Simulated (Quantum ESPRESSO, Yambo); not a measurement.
# BN (P6_3mc): G0W0 in Yambo against the bands

Aim: move the bands of a G0W0 run on BN (P6_3mc) over a wide range.

Method: PBE and many-body steps on it, plane waves, in Yambo 5.3.0.

The database entry behind the starting cell has ideal inner coordinates that were not refined, so it need not match the best structure at ambient conditions.

## 1. Starting point

The structure is hexagonal, space group P6_3mc (No. 186). Conventional cell: a = 2.536 Å, b = 2.536 Å, c = 4.199 Å, α = 90.00°, β = 90.00°, γ = 120.00°. Nearest to B lie 4 N at 1.56 to 1.57 Å. Nearest to N lie 4 B at 1.56 to 1.57 Å. Farther neighbours and most contacts between anions are not listed.

Structure file:

```
B N
1.0
     2.53600    0.00000    0.00000
    -1.26800    2.19624    0.00000
     0.00000    0.00000    4.19900
B N
2 2
Direct
  0.66667 0.33333 0.00000
  0.33333 0.66667 0.50000
  0.66667 0.33333 0.37500
  0.33333 0.66667 0.87500
```

The cell and positions come from the Crystallography Open Database and are kept as given unless a step says otherwise. This is not the form that BN usually takes at ambient conditions.

## 2. 24 bands

This step: Yambo 5.3.0; G0W0 on PBE, plane waves, norm-conserving pseudopotentials.

Now the one-shot GW correction: screening in the RPA, then the self-energy of the levels asked for.

File gw1.in:

```
HF_and_locXC
gw0
dyson
ppa
em1d
rim_cut
RandQpts= 1000000
RandGvec= 1 RL
EXXRLvcs= 72 Ry
VXCRLvcs= 288 Ry
Chimod= "HARTREE"
% BndsRnXp
 1 | 24 |
%
NGsBlkXp= 15.5 Ry
% LongDrXp
 1 | 1 | 1 |
%
% GbndRnge
 1 | 24 |
%
DysSolver= "n"
ExtendOut
PPAPntXp= 27.21138 eV
% QPkrange
 1 | 1 | 7 | 10 |
 19 | 19 | 7 | 10 |
 4 | 4 | 7 | 10 |
%
```

Run with:

```sh
> OMP_NUM_THREADS=1 mpirun -n 4 yambo -F gw1.in -J gw1 -C gw1 > gw1.log
```

The program printed:

```text
 Yambo, version 5.3.0

 [02] CORE Variables Setup
 =========================

  [... cell, symmetries and grids as in the set-up ...]

  [02.05] Energies & Occupations
  ==============================

  [X] === General ===
  [X] Electronic Temperature                        :  0.000000  0.000000 [eV K]
  [X] Bosonic    Temperature                        :  0.000000  0.000000 [eV K]
  [X] Finite Temperature mode                       : no
  [X] El. density                                   :  0.68414E+24 [cm-3]
  [X] Fermi Level                                   :  11.46775 [eV]

  [X] === Gaps and Widths ===
  [X] Conduction Band Min                           :  5.280042 [eV]
  [X] Valence Band Max                              :  0.000000 [eV]
  [X] Filled Bands                                  :   8
  [X] Empty Bands                                   :    9  283
  [X] Direct Gap                                    :  8.451475 [eV]
  [X] Direct Gap localized at k                     :   4
  [X] Indirect Gap                                  :  5.280042 [eV]
  [X] Indirect Gap between kpts                     :   1  19
  [X] Last valence band width                       :  5.444693 [eV]
  [X] 1st conduction band width                     :  4.397410 [eV]

 [03] Transferred momenta grid and indexing
 ==========================================

 IBZ Q-points                                      :  24
 BZ  Q-points                                      :  144

 K/Q-points units:
 rlu = crystal or reduced units; cc = cartesian coordinates; iku = interal k-units

 Q [ 1]         [rlu]:  0.000000  0.000000  0.000000
 Q [ 2]         [rlu]:  0.000000  0.000000  0.250000
 Q [ 3]         [rlu]:  0.000000  0.000000 -0.500000
 Q [ 4]         [rlu]:  0.14524E-16  0.16667       0.0000
 Q [ 5]         [rlu]:  0.14524E-16  0.16667      0.25000
 Q [ 6]         [rlu]:  0.14524E-16  0.16667     -0.50000
 Q [ 7]         [rlu]:  0.29047E-16  0.33333       0.0000
 Q [ 8]         [rlu]:  0.29047E-16  0.33333      0.25000
 Q [ 9]         [rlu]:  0.29047E-16  0.33333     -0.50000
 Q [10]         [rlu]: -0.43571E-16 -0.50000       0.0000
     [... 12 further rows ...]
 Q [23]         [rlu]: -0.29047E-16 -0.33333      0.25000
 Q [24]         [rlu]: -0.166667 -0.333333  0.250000

 [04] Coloumb potential Random Integration (RIM)
 ===============================================

  [04.01] RIM initialization
  ==========================

  * Diagonal components only detected *

  8 x (sBL volume)        :  0.087316 [a.u.]
  sBZ random points       :  1000000
  Points outside the sBZ  :   7981908
  RL volume               :  1.571694 [a.u.]
  Integrated volume       :  1.575256 [a.u.]

  [04.02] RIM integrals
  =====================

  Gamma point sphere radius             :  0.080473 [a.u.]
  Points outside the sphere             :   799931
  [Int_sBZ(q=0) 1/q^2]*(Vol_sBZ)^(-1/3) =:  7.691894
                                 should be <:  7.795600

  Summary of Coulomb integrals for non-metallic bands |Q|[au] RIM/Bare

  Q [1] 0.100000E-4 0.986697 * Q [2] 0.197959 0.985687
  Q [4] 0.252319 1.087990 * Q [5] 0.320706 1.046920
  Q [22] 0.320706 1.048237 * Q [3] 0.395918 1.004882
  Q [13] 0.437029 1.031500 * Q [6] 0.469485 1.013059
  Q [14] 0.479773 1.024026 * Q [7] 0.504638 1.023848
  Q [23] 0.542077 1.020118 * Q [8] 0.542077 1.019343
[...]
Q [18] 0.776148 1.009525 * Q [11] 0.782414 1.011242
  Q [12] 0.854245 1.008836 * Q [19] 0.874058 1.009423
  Q [20] 0.896195 1.008824 * Q [21] 0.959546 1.007383

 [05] Dipoles
 ============

  [05.01] Setup: observables and procedures
  =========================================

 [06] Dynamic Dielectric Matrix (PPA)
 ====================================

 [WR./gw1//ndb.pp]---------------------------------------------------------------
  Brillouin Zone Q/K grids (IBZ/BZ)                :   24  144   24  144
  RL vectors                                       :  2177 [WF]
  Coulomb cutoff potential                         : none
  Electronic Temperature                           :  0.000000 [K]
  Bosonic    Temperature                           :  0.000000 [K]
  PPA    diel. fun.  energies                      : Perdew, Burke & Ernzerhof(X)+Perdew, Burke & Ernzerhof(C)
  wavefunctions                                    : Perdew, Burke & Ernzerhof(X)+Perdew, Burke & Ernzerhof(C)
  Global Gauge                                     : length
  X matrix size                                    :  161
  X band range                                     :   1  24
  X e/h energy range                               : -1.000000 -1.000000 [eV]
  X Time ordering                                  : R
  X Hxc Kernel                                     : HARTREE
  X Drude frequency                                :  0.000000  0.000000
  X poles                                          :  100.0000 [o/o]
  RL vectors in the sum                            :  2177
  [r,Vnl] included                                 : yes
  Field direction                                  :  0.577350E-5  0.577350E-5  0.577350E-5
  BZ energy Double Grid                            : no
  BZ energy DbGd points                            : 0
  BZ Q point size factor                           : -1.000000
  X Optical Averaged directions                    : none

 [07] Local Exchange-Correlation + Non-Local Fock
 ================================================

 [VXC] Plane waves :  13033
 [EXS] Plane waves :  1689

 QP @ state[ 1 ] K range:  1  1
 QP @ state[ 1 ] b range:   7  10
 QP @ state[ 2 ] K range:   4   4
 QP @ state[ 2 ] b range:   7  10
 QP @ state[ 3 ] K range:  19  19
 QP @ state[ 3 ] b range:   7  10

 [xc] Functional : Perdew, Burke & Ernzerhof(X)+Perdew, Burke & Ernzerhof(C)
 [xc] LIBXC used to calculate xc functional
  PP Number of Atomic Species                      :  2
  NLCC RL compoments                               :  13033
  PP Number of Atomic Species                      :  2
  NLCC RL compoments                               :  13033

 [xc] E_xc :  -7.474691 [Ha]
      E_xc :  -14.94938 [Ry]

  Local XC kind (lXC) : Perdew, Burke & Ernzerhof(X)+Perdew, Burke & Ernzerhof(C)
  Non-Local XC kind (nlXC) : Hartree-Fock

  Corrections @ K [1] :  [eV]
 <7|nlXC|7> = -22.17159  0.16976E-16 <7|lXC|7> = -18.68659  0.000000
 <8|nlXC|8> = -22.17157  0.42354E-18 <8|lXC|8> = -18.68659 -0.37763E-15
 <9|nlXC|9> = -7.009410 -0.63815E-19 <9|lXC|9> = -13.56862 -0.94408E-16
 <10|nlXC|10> = -7.009478  0.11401E-17 <10|lXC|10> = -13.56862 -0.37763E-15

  Corrections @ K [4] :  [eV]
 <7|nlXC|7> = -21.67449 -0.22179E-16 <7|lXC|7> = -18.08683  0.000000
 <8|nlXC|8> = -22.00382 -0.16675E-17 <8|lXC|8> = -18.33731 -0.37763E-15
[...]
Corrections @ K [19] :  [eV]
[...]
<8|nlXC|8> = -21.41107 -0.63507E-17 <8|lXC|8> = -16.18588  0.14161E-15
 <9|nlXC|9> = -6.633144  0.83182E-18 <9|lXC|9> = -11.87879 -0.17702E-16
 <10|nlXC|10> = -7.562643 -0.13914E-17 <10|lXC|10> = -15.83557 -0.56645E-15

 [08] Dyson equation: Newton solver
 ==================================

  [08.01] G0W0 (W PPA)
  ====================

  [  GW  ] Bands range     :   1  24
  [GW/PPA] G damping       :  0.100000 [eV]

  QP @ state[ 1 ] K range:  1  1
  QP @ state[ 1 ] b range:   7  10
  QP @ state[ 2 ] K range:   4   4
  QP @ state[ 2 ] b range:   7  10
  QP @ state[ 3 ] K range:  19  19
  QP @ state[ 3 ] b range:   7  10

   Sc/G bands                                       :   1  24
   Sc/G damping                                     :  0.100000 ev
   Sc bands terminator                              : no
   Sx RL components                                 :  1689

   QP @ state[ 1 ] K range                          :  1  1
   QP @ state[ 1 ] b range                          :   7  10
   QP @ state[ 2 ] K range                          :   4   4
   QP @ state[ 2 ] b range                          :   7  10
   QP @ state[ 3 ] K range                          :  19  19
   QP @ state[ 3 ] b range                          :   7  10
   GF energies kind                                 : Perdew, Burke & Ernzerhof(X)+Perdew, Burke & Ernzerhof(C)
   GF WF`s kind                                     : Perdew, Burke & Ernzerhof(X)+Perdew, Burke & Ernzerhof(C)
   Xs energies kind                                 : Perdew, Burke & Ernzerhof(X)+Perdew, Burke & Ernzerhof(C)
   Xs WF`s kind                                     : Perdew, Burke & Ernzerhof(X)+Perdew, Burke & Ernzerhof(C)

 [11] Game Over & Game summary
```

The job ended after 30 s (4 MPI ranks of Arm Neoverse V1, shared host; peak memory 1.3 GiB; 1.9 min of CPU time).

Numbers from this step:

* G0W0 gap on the points computed: 6.738 eV
* starting gap on the mesh: 5.280 eV
* k of the valence top: 0, 0, 0
* k of the conduction bottom: 0.3333, 0.3333, 0
* least direct G0W0 gap on the computed points: 10.37 eV
* Z at the valence top: 0.8339
* Z at the conduction bottom: 0.8657

The gap on the mesh goes from 5.28 eV to 6.74 eV, a correction of +1.46 eV.

## 3. 42 bands

gw2.in, as its differences from gw1.in of step 2:

```diff
@@ -12,3 +12,3 @@
 % BndsRnXp
- 1 | 24 |
+ 1 | 42 |
 %
@@ -19,3 +19,3 @@
 % GbndRnge
- 1 | 24 |
+ 1 | 42 |
 %
```

Run with:

```sh
> OMP_NUM_THREADS=1 mpirun -n 4 yambo -F gw2.in -J gw2 -C gw2 > gw2.log
```

The program printed:

```text
 Yambo, version 5.3.0

 [02] CORE Variables Setup
 =========================

  [... cell, symmetries and grids as in the set-up ...]

  [02.05] Energies & Occupations
  ==============================

  [X] === General ===
  [X] Electronic Temperature                        :  0.000000  0.000000 [eV K]
  [X] Bosonic    Temperature                        :  0.000000  0.000000 [eV K]
  [X] Finite Temperature mode                       : no
  [X] El. density                                   :  0.68414E+24 [cm-3]
  [X] Fermi Level                                   :  11.46775 [eV]

  [X] === Gaps and Widths ===
  [X] Conduction Band Min                           :  5.280042 [eV]
  [X] Valence Band Max                              :  0.000000 [eV]
  [X] Filled Bands                                  :   8
  [X] Empty Bands                                   :    9  283
  [X] Direct Gap                                    :  8.451475 [eV]
  [X] Direct Gap localized at k                     :   4
  [X] Indirect Gap                                  :  5.280042 [eV]
  [X] Indirect Gap between kpts                     :   1  19
  [X] Last valence band width                       :  5.444693 [eV]
  [X] 1st conduction band width                     :  4.397410 [eV]

 [03] Transferred momenta grid and indexing
 ==========================================

 IBZ Q-points                                      :  24
 BZ  Q-points                                      :  144

 K/Q-points units:
 rlu = crystal or reduced units; cc = cartesian coordinates; iku = interal k-units

 Q [ 1]         [rlu]:  0.000000  0.000000  0.000000
 Q [ 2]         [rlu]:  0.000000  0.000000  0.250000
 Q [ 3]         [rlu]:  0.000000  0.000000 -0.500000
[...]
E_xc :  -14.94938 [Ry]

  Local XC kind (lXC) : Perdew, Burke & Ernzerhof(X)+Perdew, Burke & Ernzerhof(C)
  Non-Local XC kind (nlXC) : Hartree-Fock

  Corrections @ K [1] :  [eV]
 <7|nlXC|7> = -22.17159  0.16976E-16 <7|lXC|7> = -18.68659  0.000000
 <8|nlXC|8> = -22.17157  0.42354E-18 <8|lXC|8> = -18.68659 -0.37763E-15
 <9|nlXC|9> = -7.009410 -0.63815E-19 <9|lXC|9> = -13.56862 -0.94408E-16
[...]
Corrections @ K [4] :  [eV]
[...]
Corrections @ K [19] :  [eV]
[...]
<9|nlXC|9> = -6.633144  0.83182E-18 <9|lXC|9> = -11.87879 -0.17702E-16
 <10|nlXC|10> = -7.562643 -0.13914E-17 <10|lXC|10> = -15.83557 -0.56645E-15

 [08] Dyson equation: Newton solver
 ==================================

  [08.01] G0W0 (W PPA)
  ====================

  [  GW  ] Bands range     :    1   42
  [GW/PPA] G damping       :  0.100000 [eV]

  QP @ state[ 1 ] K range:  1  1
  QP @ state[ 1 ] b range:   7  10
  QP @ state[ 2 ] K range:   4   4
  QP @ state[ 2 ] b range:   7  10
  QP @ state[ 3 ] K range:  19  19
  QP @ state[ 3 ] b range:   7  10

   Sc/G bands                                       :    1   42
   Sc/G damping                                     :  0.100000 ev
   Sc bands terminator                              : no
   Sx RL components                                 :  1689

   QP @ state[ 1 ] K range                          :  1  1
   QP @ state[ 1 ] b range                          :   7  10
   QP @ state[ 2 ] K range                          :   4   4
   QP @ state[ 2 ] b range                          :   7  10
   QP @ state[ 3 ] K range                          :  19  19
   QP @ state[ 3 ] b range                          :   7  10
   GF energies kind                                 : Perdew, Burke & Ernzerhof(X)+Perdew, Burke & Ernzerhof(C)
   GF WF`s kind                                     : Perdew, Burke & Ernzerhof(X)+Perdew, Burke & Ernzerhof(C)
   Xs energies kind                                 : Perdew, Burke & Ernzerhof(X)+Perdew, Burke & Ernzerhof(C)
   Xs WF`s kind                                     : Perdew, Burke & Ernzerhof(X)+Perdew, Burke & Ernzerhof(C)

 [11] Game Over & Game summary
```

The job ended after 53 s (4 MPI ranks; peak memory 1.3 GiB; 3.5 min of CPU time).

This step gave:

| Item | Value |
| --- | --- |
| G0W0 gap on the points computed | 6.657 eV |
| starting gap on the mesh | 5.280 eV |
| k of the valence top | 0, 0, 0 |
| k of the conduction bottom | 0.3333, 0.3333, 0 |
| least direct G0W0 gap on the computed points | 10.24 eV |
| Z at the valence top | 0.8309 |
| Z at the conduction bottom | 0.8613 |

Against the run before, the gap moves by −0.081 eV.

## 4. 77 bands

gw3.in, as its differences from gw2.in of step 3:

```diff
@@ -12,3 +12,3 @@
 % BndsRnXp
- 1 | 42 |
+ 1 | 77 |
 %
@@ -19,3 +19,3 @@
 % GbndRnge
- 1 | 42 |
+ 1 | 77 |
 %
```

Run with:

```sh
> OMP_NUM_THREADS=1 mpirun -n 4 yambo -F gw3.in -J gw3 -C gw3 > gw3.log
```

The program printed:

```text
 Yambo, version 5.3.0

 [02] CORE Variables Setup
 =========================

  [... cell, symmetries and grids as in the set-up ...]

  [02.05] Energies & Occupations
  ==============================

  [X] === General ===
  [X] Electronic Temperature                        :  0.000000  0.000000 [eV K]
  [X] Bosonic    Temperature                        :  0.000000  0.000000 [eV K]
  [X] Finite Temperature mode                       : no
  [X] El. density                                   :  0.68414E+24 [cm-3]
[...]
QP @ state[ 2 ] b range                          :   7  10
   QP @ state[ 3 ] K range                          :  19  19
   QP @ state[ 3 ] b range                          :   7  10
   GF energies kind                                 : Perdew, Burke & Ernzerhof(X)+Perdew, Burke & Ernzerhof(C)
   GF WF`s kind                                     : Perdew, Burke & Ernzerhof(X)+Perdew, Burke & Ernzerhof(C)
   Xs energies kind                                 : Perdew, Burke & Ernzerhof(X)+Perdew, Burke & Ernzerhof(C)
   Xs WF`s kind                                     : Perdew, Burke & Ernzerhof(X)+Perdew, Burke & Ernzerhof(C)

 [11] Game Over & Game summary
```

Wall time 99 s (4 MPI ranks); peak memory 1.3 GiB; 6.5 min of CPU time.

This step gave:

* G0W0 gap on the points computed: 6.697 eV
* starting gap on the mesh: 5.280 eV
* k of the valence top: 0, 0, 0
* k of the conduction bottom: 0.3333, 0.3333, 0
* least direct G0W0 gap on the computed points: 10.22 eV

Against the run before, the gap moves by +0.040 eV.

[end of part 1 of 2]

[Paths, hosts, dates, memory and timing lines, banners, echoed tables and standing remarks are left out of the program output.]

[Logs are printed without paths, hosts, clocks, repeated set-up lines and the standing remarks that a program may print on its own settings, such as how far it seeks lower states.]

[Runs of the session that timed out or met a known fault of the program may be left out.]

[Hosts, paths, dates, database ids (printed as entryN), source tags and the programs' standing remarks are cut or masked in the printed files.]
